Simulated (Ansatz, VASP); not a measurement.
## Hf in VASP and in Ansatz

```xyz
2
Lattice="3.1967 0.0000 0.0000 -1.5983 2.7684 0.0000 0.0000 0.0000 5.0578" Properties=species:S:1:pos:R:3 pbc="T T T"
Hf    0.0000    1.8456    1.2645
Hf    1.5984    0.9228    3.7934
```

Alike in both runs: task electric field gradients; functional r2SCAN; k mesh 12 × 12 × 7; occupations fermi-dirac, width 0.05 eV; no spin polarisation.

|  | VASP | Ansatz |
| --- | --- | --- |
| version | VASP 6.6.1 | Ansatz 0.2.0 |
| potentials or method | VASP PAW PBE potentials, release 64 (Hf_pv) | plane-wave PAW, scalar-relativistic |
| plane-wave cutoff (eV) | 520 | 500 |
| valence electrons in the cell | 20 | 52 |

|  | VASP | Ansatz | Ansatz less VASP |
| --- | --- | --- | --- |
| pressure (GPa) | -0.7 | -0.1 | +0.59 |
| largest component of the traceless stress (GPa) | 0.27 | 0.17 | -0.106 |
| Vzz of the field gradient on the site that differs most (V/Å²) | 75.3 | 85.1 | +9.85 |

With one functional, cell and mesh, what is left measures potentials, basis and numerics. The two sets of potentials don't hold the same shells in valence. Ansatz warned: «gradients_without_spin_orbit».

Caveats: the PAW data sets were made with another functional, which shifts forces and pressure a little (VASP). Spin-orbit coupling is left out, which matters for the levels of Hf.
